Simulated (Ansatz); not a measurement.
Reactions of ClH₄NOSi (`N[SiH](O)Cl`).

Isolated molecules relaxed with PBE0-D4/def2-TZVP in Ansatz; ΔE leaves out vibrations. CCSD(T)/CBS is the MP2 limit (def2-TZVPP, def2-QZVPP) plus CCSD(T) − MP2 in def2-TZVPP, frozen cores. This one scheme is used for every species, atoms too. Functionals use def2-TZVPP. No spin–orbit coupling; open shells (•) take unrestricted orbitals. One conformer a species, not always the lowest.

```csv
reaction,CCSD(T)/CBS(def2) (kJ/mol)
`N[SiH](O)Cl` + `[OH]`• → `[NH][SiH](O)Cl`• + H₂O,?
`N[SiH](O)Cl` + `[SiH3]`• → `[NH][SiH](O)Cl`• + SiH₄,?
`N[SiH](O)Cl` → H• + `[NH][SiH](O)Cl`•,508
`N[SiH](O)Cl` + `N[SiH](O)O` → `N[Si@H](Cl)O[Si@@H](N)O` + H₂O,?
`N[SiH](O)Cl` + `[SiH3]S` → `N[SiH](O)S[SiH3]` + HCl,37
`N[SiH](O)Cl` + CH₃OH → `CO[SiH](N)O` + HCl,-3
`N[SiH](O)Cl` + CH₃OH → `CO[SiH](N)Cl` + H₂O,-3
`N[SiH](O)Cl` + `N[SiH](O)F` → `N[Si@H](F)O[Si@@H](N)O` + HCl,-25
`N[SiH](O)Cl` + H₂S → `N[SiH](O)S` + HCl,47
`N[SiH](O)Cl` + `F[C](F)F`• → `[NH][SiH](O)Cl`• + `FC(F)F`,29
```

Problem. Fill in the missing values. (Estimate.)

Solution. The calculation gave: `N[SiH](O)Cl` + `[OH]`• → `[NH][SiH](O)Cl`• + H₂O: -21.7 kJ/mol; `N[SiH](O)Cl` + `[SiH3]`• → `[NH][SiH](O)Cl`• + SiH₄: +101.0 kJ/mol; `N[SiH](O)Cl` + `N[SiH](O)O` → `N[Si@H](Cl)O[Si@@H](N)O` + H₂O: -22.1 kJ/mol.

Largest T1 diagnostic: 0.015, for `[SiH3]`•.
